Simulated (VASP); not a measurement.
**Al: single point with PBE**

The system is Al, a slab with vacuum.

```
Al
1.0
     2.85774    0.00000    0.00000
     0.00000    2.85774    0.00000
     0.00000    0.00000   27.12437
Al
7
Direct
  0.50000 0.50000 0.27650
  0.00000 0.00000 0.35100
  0.50000 0.50000 0.42550
  0.00000 0.00000 0.50000
  0.50000 0.50000 0.57450
  0.00000 0.00000 0.64900
  0.50000 0.50000 0.72350
```

The slab is cut from a database's or a generator's crystal, which needn't be the stable form of the element.

The cell isn't the ideal one: (1 0 0) slab cut from the bulk.

```
Program             : VASP 6.6.1
Task                : single point
Functional          : PBE
Potentials or basis : VASP PAW PBE potentials, release 64 (Al)
Cutoff              : 520 eV
k mesh              : 12 × 12 × 1
Occupations         : gaussian, width 0.1 eV
Spin                : no spin polarisation
```

The largest force is 0.147 eV/Å and the band gap on the k mesh is none (metal or under the smearing width).

Forces on the atoms (eV/Å):
```
Al   0.000  0.000 -0.111
Al   0.000  0.000  0.147
Al   0.000  0.000 -0.040
Al   0.000  0.000  0.000
Al   0.000  0.000  0.040
Al   0.000  0.000 -0.147
Al   0.000  0.000  0.111
```

Levels at points of the mesh, in eV from the Fermi level:
```tsv
k point	band 8	band 9	band 10	band 11	band 12	band 13
(0.00, 0.00, 0.00)	-2.28	0.30	2.22	3.52	4.41	4.62
(0.50, 0.00, 0.00)	-4.12	-2.88	-2.71	-1.34	-1.02	0.45
(0.50, 0.50, 0.00)	-1.44	-1.04	-0.90	-0.53	-0.53	-0.39
```

Wall time 2.6 min on 1 thread of Intel(R) Xeon(R) Platinum 8375C CPU @ 2.90GHz (Ice Lake), with other jobs on the host, peak memory 0.35 GiB.
